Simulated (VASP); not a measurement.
Write the native input for VASP 6.6.1 that does the following.

```yaml
Task: relaxation of cell and atoms
Functional: PBEsol
Potentials_or_basis: VASP PAW PBE potentials, release 64 (Bi_d, Te)
Cutoff: 600 eV
k_mesh: 7 × 7 × 7
Occupations: gaussian, width 0.03 eV
Spin: no spin polarisation
Further_INCAR_settings: ALGO = Normal; EDIFF = 1e-06; IBRION = 2; EDIFFG = -0.01; NSW = 90; ISIF = 3
```

The structure of Bi2Te3 (Tellurobismuthite) lies in POSCAR:

```
Bi2Te3
1.0
    2.1930000000      1.2661291403     10.1656666667
   -2.1930000000      1.2661291403     10.1656666667
    0.0000000000     -2.5322582807     10.1656666667
Bi Te
2 3
Direct
    0.4000000000      0.4000000000      0.4000000000
    0.6000000000      0.6000000000      0.6000000000
    0.0000000000      0.0000000000      0.0000000000
    0.2095000000      0.2095000000      0.2095000000
    0.7905000000      0.7905000000      0.7905000000
```

One way to write it, as run:

INCAR

```
ALGO = Normal ; EDIFF = 1E-6
EDIFFG = -0.01 ; ENCUT = 600
GGA = PS ; IBRION = 2
ISIF = 3 ; ISMEAR = 0
KPAR = 2 ; LASPH = T
LCHARG = F ; LREAL = F
LWAVE = F ; NELM = 80
NSW = 90 ; PREC = Accurate
SIGMA = 0.03
```

KPOINTS

```
k-points
0
Gamma
  7 7 7
```

Potentials or basis: VASP PAW PBE potentials, release 64 (Bi_d, Te).

Launch:

```console
$ cat potpaw_PBE.64/Bi_d/POTCAR potpaw_PBE.64/Te/POTCAR > POTCAR
$ mpirun -np 2 vasp_std > vasp.out
```

Results of the run:

The relaxed volume is 33.55 Å³/atom, the relaxed cell is a = 10.396 Å, b = 10.396 Å, c = 10.396 Å, α = 24.34°, β = 24.34°, γ = 24.34° and the space group after relaxing (to 0.05 Å) is R-3m (No. 166). The energy gained by relaxing is 0.8 meV/atom and the ionic steps are 5. The pressure after relaxing is 0.0 GPa. The band gap on the k mesh is 0.20 eV, direct.

Caveat: the PAW data sets were made with another functional, which shifts forces and pressure a little; spin-orbit coupling is left out, which as a rule narrows the gap of such compounds by several tenths of an eV; an odd mesh through Γ misses points on the zone boundary, where band edges often lie.

Wall time 69 min on 2 MPI ranks on AMD EPYC 7R13 Processor (Zen 3), on a shared host, peak memory 1.2 GiB a rank.
